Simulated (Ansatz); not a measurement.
# Ge: the cost of one run

Method: DFT PBEsol, scalar-relativistic, plane waves, PAW, in Ansatz 0.2.0.

10 further runs of the same task are left out: 2 that didn't finish, 8 set aside as unsound or not needed.

### Step 1. Starting point

The structure is cubic, space group Fd-3m (No. 227). The conventional cell has a = 5.676 Å, b = 5.676 Å, c = 5.676 Å, α = 90.00°, β = 90.00°, γ = 90.00°. Ge (site symmetry -43m) has 4 Ge at 2.46 Å as nearest neighbours.

As a file:

```
CELL_PARAMETERS angstrom
0.00000 2.83786 2.83786
2.83786 0.00000 2.83786
2.83786 2.83786 0.00000
ATOMIC_POSITIONS crystal
Ge 0.50000 0.50000 0.50000
Ge 0.75000 0.75000 0.75000
```

It is the result of an earlier relaxation at this level (volume 22.85 Å³/atom; gap on the mesh: none (metal)).

### Step 4. Plan of the scan

The energy is mapped over two normal modes frozen in (zone-centre modes of the cell shown, which folds in the wave vector (0, 1/2, 1/2) of the primitive cell).

The axes are (1) amplitude of mode 4 (71 cm⁻¹), largest displacement: 7 values from −0.235 Å; (2) amplitude of mode 12 (285 cm⁻¹), largest displacement: 7 values from −0.06 Å.

Nothing else is relaxed (the cell and all other modes fixed). Energies count from the relaxed high-symmetry cell. Points are written as (first, second).

Displacement patterns for an amplitude of 1 (Å):

| atom | x1 | y1 | z1 | x2 | y2 | z2 |
| --- | --- | --- | --- | --- | --- | --- |
| Ge1 | 0.000 | 0.773 | 0.634 | 0.000 | 0.000 | 1.000 |
| Ge2 | 0.000 | -0.773 | -0.634 | 0.000 | 0.000 | 1.000 |
| Ge3 | 0.000 | 0.634 | 0.773 | 0.000 | 0.000 | -1.000 |
| Ge4 | 0.000 | -0.634 | -0.773 | 0.000 | 0.000 | -1.000 |

(The set-up runs are not shown.)

### Step 5. Grid point (−0.235 Å, −0.06 Å)

input.yaml

```yaml
crystal:
  lattice:
    - [0.0, -2.8378616867, -2.8378616867]
    - [0.0, 2.8378616867, -2.8378616867]
    - [5.6757233734, 0.0, 0.0]
  atoms:
    - { symbol: Ge, position: [0.5688415031, 0.5048060078, 0.0] }
    - { symbol: Ge, position: [-0.0476988236, 0.0163366717, 0.5] }
    - { symbol: Ge, position: [0.0476988236, 0.4951939922, 0.25] }
    - { symbol: Ge, position: [0.4311584969, -0.0163366717, 0.75] }
basis:
  ecutwfc: 420
kpoints:
  mp_grid: { grid: [12, 12, 8] }
hamiltonian:
  xc: pbesol
  pseudopotentials: { kind: paw, azcp: { folder: soft_1 } }
scf:
  occupations: { method: gaussian, width: 0.15 }
output:
  forces: true
  stress: true
  eigenvalues: true
```

Started as:

```sh
ansatz run input.yaml --threads 2 --pin off --max-ram 4096MiB --backend cpu --events-out ev --progress --plain --runs-dir out
```

Q: Estimate wall time and peak memory on 2 threads of Arm Neoverse N1, shared host.

About 2.8 min, with a peak of 1.3 GiB.
